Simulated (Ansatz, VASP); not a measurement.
Hg in VASP and in Ansatz

```xyz
1
Lattice="-1.8195 1.8195 1.8195 1.8195 -1.8195 1.8195 1.8195 1.8195 -1.8195" Properties=species:S:1:pos:R:3 pbc="T T T"
Hg    0.0000    0.0000    0.0000
```

Alike in both runs: task single point; functional PBE; k mesh 8 × 8 × 8; occupations gaussian, width 0.05 eV; no spin polarisation.

```csv
,VASP,Ansatz
version,VASP 6.6.1,Ansatz 0.2.0
potentials or method,"VASP PAW PBE potentials, release 64 (Hg)","scalar-relativistic, plane waves, PAW"
plane-wave cutoff (eV),520,420
valence electrons in the cell,12,20
```

|  | VASP | Ansatz | Ansatz less VASP |
| --- | --- | --- | --- |
| pressure (GPa) | 4.9 | 4.6 | -0.30 |

The functional is the same, so the differences come from potentials, cutoffs and numerics. The two sets of potentials don't hold the same shells in valence.

Spin-orbit coupling is left out, which matters for the levels of Hg.
